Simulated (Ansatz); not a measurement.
Reaction (substitution at a C–C bond): `C=CCC` + `N=C[SeH]` → `C=C/N=C\[SeH]` + ethane

Isolated molecules relaxed with PBE0-D4/def2-TZVP in Ansatz; ΔE leaves out vibrations. CCSD(T)/CBS adds triple-zeta CCSD(T) − MP2 to the extrapolated MP2 energy (def2 sets, frozen cores). This one scheme is used for every species. DFT in def2-TZVPP. B3LYP here is the variant with VWN-RPA as its local correlation; programs differ in this. For Se outer-core shells are correlated without core-valence functions, which leaves a few kJ/mol of doubt a bond. Scalar relativity is left out up to krypton. Each species was taken in one conformer, which may not be the lowest.

```tsv
level	ΔE (eV)
B3LYP-D4	-0.11
HF/def2-TZVPP	0.10
```

**Question.** What does CCSD(T)/CBS give? (Estimate.)

**Answer.** Ansatz gave: -0.03 eV. The listed levels differ from it by -0.08, 0.13 eV.

Largest T1 diagnostic among the species: 0.013.

The D4 term adds −0.05 eV with B3LYP and −0.03 eV with PBE0; it sums over pairs of atoms, weighted by their polarisabilities, and B3LYP, whose exchange is more repulsive, gets the larger term. In def2-TZVPP, CCSD(T) changes the Hartree–Fock value by −0.13 eV (the triples alone add −0.05 eV) and MP2 by −0.18 eV. From PBE to PBE0 (25 % exact exchange), in def2-TZVPP and without D4, ΔE moves by +0.06 eV.

CCSD(T)/CBS has its own doubt, a few kJ/mol and more with outer-core shells, so smaller differences from it don't rank the levels.
